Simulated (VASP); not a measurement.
# SnO2 (Fm-3m) in VASP: relaxation of cell and atoms with PBE

Aim: the relaxation of cell and atoms of SnO2 with PBE.

Everything below comes from runs of VASP 6.6.1. Logs are shortened: lines on timing, memory, paths and dates and some standing lists are left out, and cuts for length are marked.

## Step 1: The undisturbed crystal

Symmetry: Fm-3m, No. 225, cubic system. The conventional cell has a = 5.143 Å, b = 5.143 Å, c = 5.143 Å, α = 90.00°, β = 90.00°, γ = 90.00°. Sn (site symmetry m-3m) has 8 O at 2.23 Å as nearest neighbours. O (site symmetry -43m) is surrounded by 4 Sn at 2.23 Å.

Measurements of this composition are mostly on another form, of space group No. 136.

## Step 2: Relaxation of cell and atoms, PBE (cell and atoms relaxed from a first guess)

File INCAR:

```
SYSTEM = SnO2
  ALGO = Fast
  EDIFF = 1E-7
  EDIFFG = -0.005
  ENCUT = 600
  GGA = PE
  IBRION = 2
  ISIF = 3
  ISMEAR = -1
  LASPH = .True.
  LCHARG = .False.
  LREAL = .False.
  LWAVE = .False.
  NELM = 100
  NSW = 100
  PREC = Accurate
  SIGMA = 0.05
```

File KPOINTS:

```
k-points
0
Gamma
  11 11 11
  0 0 0
```

File POSCAR:

```
SnO2
1.0
    0.0000000000      2.5553258337      2.5553258337
    2.5553258337      0.0000000000      2.5553258337
    2.5553258337      2.5553258337      0.0000000000
Sn O
1 2
Direct
    0.0000000000      0.0000000000      0.0000000000
    0.2500000000      0.2500000000      0.2500000000
    0.7500000000      0.7500000000      0.7500000000
```

Potentials or basis: VASP PAW PBE potentials, release 64 (Sn_d, O).

Command:

```bash
cat potpaw_PBE.64/Sn_d/POTCAR potpaw_PBE.64/O/POTCAR > POTCAR
mpirun -np 1 vasp_std > vasp.out
```

OUTCAR:

```text
SYSTEM = SnO2
   EDIFF = 1E-7
   EDIFFG = -0.005
   ENCUT = 600
   GGA = PE
   IBRION = 2
   ISIF = 3
   ISMEAR = -1
   LASPH = .True.
   LREAL = .False.
   NELM = 100
   NSW = 100
   PREC = Accurate

 ion  position               nearest neighbor table
   1  0.000  0.000  0.000-   3 2.21   3 2.21   3 2.21   2 2.21   3 2.21   2 2.21   2 2.21   2 2.21

   2  0.250  0.250  0.250-   1 2.21   1 2.21   1 2.21   1 2.21
   3  0.750  0.750  0.750-   1 2.21   1 2.21   1 2.21   1 2.21

  LATTYP: Found a face centered cubic cell.
 ALAT       =     5.1106516674

  Lattice vectors:

 A1 = (   0.0000000000,   2.5553258337,   2.5553258337)
 A2 = (   2.5553258337,   0.0000000000,   2.5553258337)
 A3 = (   2.5553258337,   2.5553258337,   0.0000000000)

Analysis of symmetry for initial positions (statically):
=====================================================================
 Subroutine PRICEL returns:
 Original cell was already a primitive cell.

 Routine SETGRP: Setting up the symmetry group for a
 face centered cubic supercell.

 Subroutine GETGRP returns: Found 48 space group operations
 (whereof 48 operations were pure point group operations)
 out of a pool of 48 trial point group operations.

The static configuration has the point symmetry O_h .

Analysis of symmetry for dynamics (positions and initial velocities):
=====================================================================
 Subroutine PRICEL returns:
 Original cell was already a primitive cell.

 Routine SETGRP: Setting up the symmetry group for a
 face centered cubic supercell.

 Subroutine GETGRP returns: Found 48 space group operations
 (whereof 48 operations were pure point group operations)
 out of a pool of 48 trial point group operations.

The dynamic configuration has the point symmetry O_h .

 Subroutine INISYM returns: Found 48 space group operations
 (whereof 48 operations are pure point group operations),
 and found     1 'primitive' translations

----------------------------------------------------------------------------------------

                                     Primitive cell

  volume of cell :      33.3710

  direct lattice vectors                    reciprocal lattice vectors
     0.000000000  2.555325834  2.555325834    -0.195669763  0.195669763  0.195669763
     2.555325834  0.000000000  2.555325834     0.195669763 -0.195669763  0.195669763
     2.555325834  2.555325834  0.000000000     0.195669763  0.195669763 -0.195669763

  length of vectors
     3.613776450  3.613776450  3.613776450     0.338909971  0.338909971  0.338909971

  position of ions in fractional coordinates (direct lattice)
     0.000000000  0.000000000  0.000000000
     0.250000000  0.250000000  0.250000000
     0.750000000  0.750000000  0.750000000

  ion indices of the primitive-cell ions
   primitive index   ion index
                 1           1
                 2           2
                 3           3

----------------------------------------------------------------------------------------

 KPOINTS: k-points

Automatic generation of k-mesh.
 Grid dimensions read from file:
 generate k-points for:   11   11   11

 Generating k-lattice:

  Cartesian coordinates                     Fractional coordinates (reciprocal lattice)
    -0.017788160  0.017788160  0.017788160     0.090909091  0.000000000  0.000000000
     0.017788160 -0.017788160  0.017788160     0.000000000  0.090909091  0.000000000
     0.017788160  0.017788160 -0.017788160     0.000000000  0.000000000  0.090909091

  Length of vectors
     0.030809997  0.030809997  0.030809997

  Shift w.r.t. Gamma in fractional coordinates (k-lattice)
     0.000000000  0.000000000  0.000000000

 Subroutine IBZKPT returns following result:
 ===========================================

 Found     56 irreducible k-points:

 Following reciprocal coordinates:
            Coordinates               Weight
  0.000000  0.000000  0.000000      1.000000
  0.090909  0.000000  0.000000      8.000000
  0.181818  0.000000  0.000000      8.000000
  0.272727  0.000000  0.000000      8.000000
  0.363636  0.000000  0.000000      8.000000
  0.454545  0.000000  0.000000      8.000000
[... 16 lines left out ...]
 -0.272727  0.181818  0.000000     24.000000
 -0.181818  0.181818  0.000000     12.000000
 [... further k-points ...]
   k-points           NKPTS =     56   k-points in BZ     NKDIM =     56   number of bands    NBANDS=     17
   number of dos      NEDOS =    301   number of ions     NIONS =      3
   total plane-waves  NPLWV =  27000
   dimension x,y,z NGX =    30 NGY =   30 NGZ =   30
   dimension x,y,z NGXF=    60 NGYF=   60 NGZF=   60
   ions per type =               1   2
   NGX,Y,Z   is equivalent  to a cutoff of  13.80, 13.80, 13.80 a.u.
   NGXF,Y,Z  is equivalent  to a cutoff of  27.60, 27.60, 27.60 a.u.
 SYSTEM =  SnO2
   PREC   = accura    normal or accurate (medium, high low for compatibility)
   ISTART =      0    job   : 0-new  1-cont  2-samecut
   ICHARG =      2    charge: 1-file 2-atom 10-const
   ISPIN  =      1    spin polarized calculation?
   LNONCOLLINEAR =      F non collinear calculations
   LSORBIT =      F    spin-orbit coupling
   LASPH  =      T    aspherical Exc in radial PAW
   ENCUT  =  600.0 eV  44.10 Ry    6.64 a.u.   7.22  7.22  7.22*2*pi/ulx,y,z
   NELM   =    100;   NELMIN=  2; NELMDL= -5     # of ELM steps
   EDIFF  = 0.1E-06   stopping-criterion for ELM
   LREAL  =      F    real-space projection
   EDIFFG = -.5E-02   stopping-criterion for IOM
   NSW    =    100    number of steps for IOM
   IBRION =      2    ionic relax: 0-MD 1-quasi-New 2-CG
   NFREE  =      1    steps in history (QN), initial steepest desc. (CG)
   ISIF   =      3    stress and relaxation
   ISYM   =      2    0-nonsym 1-usesym 2-fastsym
   POTIM  = 0.5000    time-step for ionic-motion
   TEBEG  =    0.0;   TEEND  =   0.0 temperature during run
   PSTRESS=    0.0 pullay stress
   NELECT =      26.0000    total number of electrons
   NUPDOWN=      -1.0000    fix difference up-down
   EMIN   =  10.00;   EMAX   =-10.00  energy-range for DOS
   EFERMI =   0.00;   METHOD = LEGACY
   ISMEAR =    -1;   SIGMA  =   0.05  broadening in eV -4-tet -1-fermi 0-gaus
   EFERMI_NEDOS =   21; number of points for ismear=-14 and -15
   IALGO  =     68    algorithm
   IMIX   =      4    mixing-type and parameters
     AMIX     =   0.40;   BMIX     =  1.00
     AMIX_MAG =   1.60;   BMIX_MAG =  1.00
  volume/ion in A,a.u.               =      11.12        75.07
  Fermi-wavevector in a.u.,A,eV,Ry     =   1.506409  2.846701 30.875280  2.269269
  Thomas-Fermi vector in A             =   2.617131
   LORBIT       =      0    0 simple, 1 ext, 2 COOP (PROOUT), +10 PAW based schemes
   GGA     = PE    functional components
   LHFCALC =     F    Hartree Fock is set to
   AEXX    =    0.0000 exact exchange contribution
   IVDW    =     0    specifies the selected vdW correction
   LEPSILON=     F    determine dielectric tensor
   LRPA    =     F    only Hartree local field effects (RPA)
 conjugate gradient relaxation of ions
 non-spin polarized calculation
 RMM-DIIS sequential band-by-band and
  energy-cutoff  :      600.00
  volume of cell :       33.37
 maximum number of plane-waves:      1139
 NGX is ok and might be reduce to    30
   NGX = 15   NGY = 15   NGZ = 15

--------------------------------------- Ionic step        1  -------------------------------------------

 number of electron      25.9999998 magnetization

 Free energy of the ion-electron system (eV)
  ---------------------------------------------------
  ext. energy  EPLUGINS =         0.00000000
  ---------------------------------------------------
  free energy    TOTEN  =       -17.91100230 eV

  energy without entropy =      -17.91055234  energy(sigma->0) =      -17.91077732

------------------------ aborting loop because EDIFF is reached ----------------------------------------

  FORCE on cell =-STRESS in cart. coord.  units (eV):
  Direction    XX          YY          ZZ          XY          YZ          ZX
  --------------------------------------------------------------------------------------
  -------------------------------------------------------------------------------------
  Total        0.8669484      0.8669484      0.8669484     -0.0000000      0.0000000     -0.0000000
  in kB       41.6231512     41.6231512     41.6231512     -0.0000000      0.0000000     -0.0000000
  external PRESSURE =      41.6231512 kB  Pullay stress =       0.0000000 kB

 VOLUME and BASIS-vectors are now :
 -----------------------------------------------------------------------------
  energy-cutoff  :      600.00
  volume of cell :       33.37
      direct lattice vectors                 reciprocal lattice vectors
     0.000000000  2.555325834  2.555325834    -0.195669763  0.195669763  0.195669763
     2.555325834  0.000000000  2.555325834     0.195669763 -0.195669763  0.195669763
     2.555325834  2.555325834  0.000000000     0.195669763  0.195669763 -0.195669763
[... 38 lines left out ...]
 POSITION                                       TOTAL-FORCE (eV/Angst)
 -----------------------------------------------------------------------------------
      2.59095      5.18190      2.59095        -0.000000      0.000000      0.000000
      1.29548      1.29548      1.29548         0.000000      0.000000      0.000000
      3.88643      3.88643      3.88643        -0.000000     -0.000000     -0.000000
 -----------------------------------------------------------------------------------
    total drift:                               -0.000000     -0.000000      0.000000

  FREE ENERGIE OF THE ION-ELECTRON SYSTEM (eV)
  ---------------------------------------------------
  free  energy   TOTEN  =       -17.9119342554 eV

  energy  without entropy=      -17.9114679096  energy(sigma->0) =      -17.91170108

--------------------------------------- Ionic step        3  -------------------------------------------

 number of electron      25.9999996 magnetization

 Free energy of the ion-electron system (eV)
  ---------------------------------------------------
  ext. energy  EPLUGINS =         0.00000000
  ---------------------------------------------------
  free energy    TOTEN  =       -17.92005196 eV

  energy without entropy =      -17.91959088  energy(sigma->0) =      -17.91982142

 E-fermi :   7.5260     XC(G=0): -11.6672

 val. band max:        7.3034151030   @ k =  -0.2727   0.4545   0.1818
 cond. band min:       8.1243571596   @ k =   0.0909   0.0000   0.0000
 fundamental gap:      0.8209420566
 Fermi energy:         7.5259884575

 k-point     1 :       0.0000    0.0000    0.0000
  band No.  band energies     occupation
      1     -13.2053      2.00000
      2     -13.2053      2.00000
      3     -13.2053      2.00000
      4     -13.0810      2.00000
      5     -13.0810      2.00000
      6     -11.9451      2.00000
[... 9 lines left out ...]
     16      14.3396      0.00000
     17      14.3396      0.00000
[... 441 lines left out ...]
 k-point    24 :      -0.1818    0.1818    0.0000
  band No.  band energies     occupation
      1     -13.3920      2.00000
      2     -13.2381      2.00000
      3     -13.1598      2.00000
      4     -13.0902      2.00000
      5     -13.0729      2.00000
      6     -11.0642      2.00000
[... 9 lines left out ...]
     16      15.8249      0.00000
     17      16.5670      0.00000

 [... further k-points ...]
[... 5 lines left out ...]
  --------------------------------------------------------------------------------------
  -------------------------------------------------------------------------------------
  Total       -0.0006830     -0.0006830     -0.0006830      0.0000000      0.0000000      0.0000000
  in kB       -0.0321064     -0.0321064     -0.0321064      0.0000000      0.0000000      0.0000000
  external PRESSURE =      -0.0321064 kB  Pullay stress =       0.0000000 kB

 VOLUME and BASIS-vectors are now :
 -----------------------------------------------------------------------------
  energy-cutoff  :      600.00
  volume of cell :       34.08
      direct lattice vectors                 reciprocal lattice vectors
    -0.000000000  2.573413786  2.573413786    -0.194294444  0.194294444  0.194294444
     2.573413786  0.000000000  2.573413786     0.194294444 -0.194294444  0.194294444
     2.573413786  2.573413786 -0.000000000     0.194294444  0.194294444 -0.194294444

 POSITION                                       TOTAL-FORCE (eV/Angst)
 -----------------------------------------------------------------------------------
      0.00000      0.00000      0.00000        -0.000000      0.000000      0.000000
      1.28671      1.28671      1.28671        -0.000000     -0.000000      0.000000
      3.86012      3.86012      3.86012         0.000000      0.000000     -0.000000
 -----------------------------------------------------------------------------------
    total drift:                                0.000000     -0.000000     -0.000000

  FREE ENERGIE OF THE ION-ELECTRON SYSTEM (eV)
  ---------------------------------------------------
  free  energy   TOTEN  =       -17.9200519633 eV

  energy  without entropy=      -17.9195908752  energy(sigma->0) =      -17.91982142

 reached required accuracy - stopping structural energy minimisation
```

Run time: 1.8 min. Hardware: 1 thread of Intel Xeon Platinum 8488C (Sapphire Rapids), shared host; peak memory 0.19 GiB.

Results:

- Free energy: -17.9201 eV
- Relaxed volume: 11.36 Å³/atom
- Relaxed cell: a = 3.639 Å, b = 3.639 Å, c = 3.639 Å, α = 60.00°, β = 60.00°, γ = 60.00°
- Space group after relaxing (to 0.05 Å): Fm-3m (No. 225)
- Energy gained by relaxing: 3.0 meV/atom
- Ionic steps: 3
- Pressure after relaxing: 0.0 GPa
- Band gap on the k mesh: none (metal or under the smearing width)

Step by step:
| step | energy change (eV) | largest force (eV/Å) | pressure (GPa) | volume (Å³) |
| --- | --- | --- | --- | --- |
| 1 | 0.0000 | 0.0000 | 4.16 | 33.37 |
| 2 | -0.0009 | 0.0000 | -3.61 | 34.79 |
| 3 | -0.0090 | 0.0000 | 0.00 | 34.08 |

Final structure:
```
CELL_PARAMETERS angstrom
0.00000 2.57341 2.57341
2.57341 0.00000 2.57341
2.57341 2.57341 0.00000
ATOMIC_POSITIONS crystal
Sn 0.00000 0.00000 0.00000
O 0.25000 0.25000 0.25000
O 0.75000 0.75000 0.75000
```
